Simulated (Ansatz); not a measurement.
# TiO2: the cost of one run

Method: DFT PBE, scalar-relativistic, plane waves, PAW, in Ansatz 0.2.0.

## (1) The structure to begin with

It takes space group C2/m (No. 12, monoclinic). The conventional cell has a = 12.307 Å, b = 3.767 Å, c = 6.616 Å, α = 90.00°, β = 106.95°, γ = 90.00°. Around Ti (site symmetry m) lie 5 O at 1.78 to 2.03 Å. Around Ti (site symmetry m) lie 6 O at 1.86 to 2.16 Å. Around O (site symmetry m) lie 3 Ti at 1.86 to 2.16 Å. O (site symmetry m) is surrounded by 3 Ti at 1.94 to 2.03 Å. O (site symmetry m) is surrounded by 2 Ti at 1.78 to 1.87 Å. O (site symmetry m) has 3 Ti at 1.96 to 2.16 Å as nearest neighbours.

Coordinates:

```
CELL_PARAMETERS angstrom
0.00000 -7.53387 0.00000
-4.22525 -1.88347 -6.32897
8.08190 -1.88347 -6.32897
ATOMIC_POSITIONS crystal
Ti 0.17906 0.83717 0.44660
Ti 0.67906 0.83717 0.44660
Ti 0.42906 0.33717 0.94659
Ti 0.92906 0.33717 0.94659
Ti 0.17760 0.54487 0.74473
Ti 0.42760 0.04487 0.24473
Ti 0.67760 0.54487 0.74473
Ti 0.92760 0.04487 0.24473
Ti 0.07094 0.66283 0.05341
Ti 0.57094 0.66283 0.05341
Ti 0.32094 0.16283 0.55341
Ti 0.82094 0.16283 0.55341
Ti 0.07240 0.95513 0.75527
Ti 0.32240 0.45513 0.25527
Ti 0.57240 0.95513 0.75527
Ti 0.82240 0.45513 0.25527
O 0.09249 0.75666 0.87336
O 0.34249 0.25666 0.37336
O 0.59249 0.75666 0.87336
O 0.84249 0.25666 0.37336
O 0.17665 0.00863 0.28477
O 0.67665 0.00863 0.28477
O 0.42665 0.50863 0.78477
O 0.92665 0.50863 0.78477
O 0.00118 0.86484 0.13046
O 0.50118 0.86483 0.13046
O 0.25118 0.36483 0.63046
O 0.75118 0.36483 0.63046
O 0.15751 0.74334 0.62664
O 0.40751 0.24334 0.12664
O 0.65751 0.74334 0.62664
O 0.90751 0.24334 0.12664
O 0.08687 0.08974 0.56276
O 0.33687 0.58974 0.06276
O 0.58688 0.08974 0.56276
O 0.83688 0.58974 0.06276
O 0.24882 0.63516 0.36954
O 0.74882 0.63517 0.36954
O 0.49882 0.13517 0.86954
O 0.99882 0.13517 0.86954
O 0.16312 0.41026 0.93724
O 0.41313 0.91026 0.43724
O 0.66312 0.41026 0.93724
O 0.91312 0.91026 0.43724
O 0.07335 0.49137 0.21523
O 0.57335 0.49137 0.21523
O 0.32335 0.99137 0.71523
O 0.82335 0.99137 0.71523
```

The runs take a perfect supercell of 48 atoms; the defect goes to fractional position (0.092, 0.757, 0.873).

## (2) The perfect supercell

Input file input.yaml:

```yaml
crystal:
  lattice:
    - [0.0, -7.533873, 0.0]
    - [-4.225251, -1.883468, -6.328967]
    - [8.081903, -1.883468, -6.328967]
  atoms:
    - { symbol: Ti, position: [0.17906, 0.837166, 0.446595] }
    - { symbol: Ti, position: [0.67906, 0.837166, 0.446595] }
    - { symbol: Ti, position: [0.42906, 0.337166, 0.946595] }
    - { symbol: Ti, position: [0.92906, 0.337166, 0.946595] }
    - { symbol: Ti, position: [0.1776, 0.544871, 0.74473] }
    - { symbol: Ti, position: [0.4276, 0.044871, 0.24473] }
    - { symbol: Ti, position: [0.6776, 0.544871, 0.74473] }
    - { symbol: Ti, position: [0.9276, 0.044871, 0.24473] }
    - { symbol: Ti, position: [0.07094, 0.662834, 0.053405] }
    - { symbol: Ti, position: [0.570941, 0.662832, 0.053405] }
    - { symbol: Ti, position: [0.32094, 0.162834, 0.553405] }
    - { symbol: Ti, position: [0.82094, 0.162834, 0.553405] }
    - { symbol: Ti, position: [0.0724, 0.955129, 0.75527] }
    - { symbol: Ti, position: [0.3224, 0.455129, 0.25527] }
    - { symbol: Ti, position: [0.5724, 0.955129, 0.75527] }
    - { symbol: Ti, position: [0.8224, 0.455129, 0.25527] }
    - { symbol: O, position: [0.092495, 0.756657, 0.873363] }
    - { symbol: O, position: [0.342495, 0.256657, 0.373363] }
    - { symbol: O, position: [0.592495, 0.756657, 0.873363] }
    - { symbol: O, position: [0.842495, 0.256657, 0.373363] }
    - { symbol: O, position: [0.176651, 0.008628, 0.284768] }
    - { symbol: O, position: [0.676651, 0.008629, 0.284768] }
    - { symbol: O, position: [0.426651, 0.508629, 0.784768] }
    - { symbol: O, position: [0.926651, 0.508629, 0.784767] }
    - { symbol: O, position: [0.001177, 0.864835, 0.130457] }
    - { symbol: O, position: [0.501177, 0.864834, 0.130457] }
    - { symbol: O, position: [0.251177, 0.364834, 0.630457] }
    - { symbol: O, position: [0.751177, 0.364834, 0.630457] }
    - { symbol: O, position: [0.157505, 0.743343, 0.626637] }
    - { symbol: O, position: [0.407505, 0.243342, 0.126637] }
    - { symbol: O, position: [0.657505, 0.743342, 0.626637] }
    - { symbol: O, position: [0.907505, 0.243342, 0.126637] }
    - { symbol: O, position: [0.086875, 0.089738, 0.562762] }
    - { symbol: O, position: [0.336875, 0.589738, 0.062762] }
    - { symbol: O, position: [0.586875, 0.089738, 0.562762] }
    - { symbol: O, position: [0.836875, 0.589739, 0.062761] }
    - { symbol: O, position: [0.248823, 0.635165, 0.369543] }
    - { symbol: O, position: [0.748823, 0.635166, 0.369543] }
    - { symbol: O, position: [0.498823, 0.135165, 0.869543] }
    - { symbol: O, position: [0.998823, 0.135165, 0.869543] }
    - { symbol: O, position: [0.163125, 0.410261, 0.937239] }
    - { symbol: O, position: [0.413125, 0.910261, 0.437239] }
    - { symbol: O, position: [0.663125, 0.410261, 0.937239] }
    - { symbol: O, position: [0.913125, 0.910261, 0.437239] }
    - { symbol: O, position: [0.073349, 0.491372, 0.215232] }
    - { symbol: O, position: [0.573349, 0.491371, 0.215232] }
    - { symbol: O, position: [0.323349, 0.991371, 0.715232] }
    - { symbol: O, position: [0.823349, 0.991371, 0.715233] }
basis:
  ecutwfc: 420
  fft_grid_basis: typed
kpoints:
  mp_grid: { grid: [2, 2, 1] }
hamiltonian:
  xc: pbe
  pseudopotentials: { kind: paw }
scf:
  occupations: { method: gaussian, width: 0.05 }
output:
  forces: true
  stress: false
  eigenvalues: true
  bader: false
  write_density: true
  volumetric_format: npy
```

Launch:

```sh
ansatz run input.yaml --threads 4 --pin off --max-ram 10240MiB --backend cpu --events-out ev --progress --plain --runs-dir out
```

Q: Estimate wall time and peak memory on 4 threads of Arm Neoverse V2, shared host.

About 13 s, with a peak of 2.6 GiB.
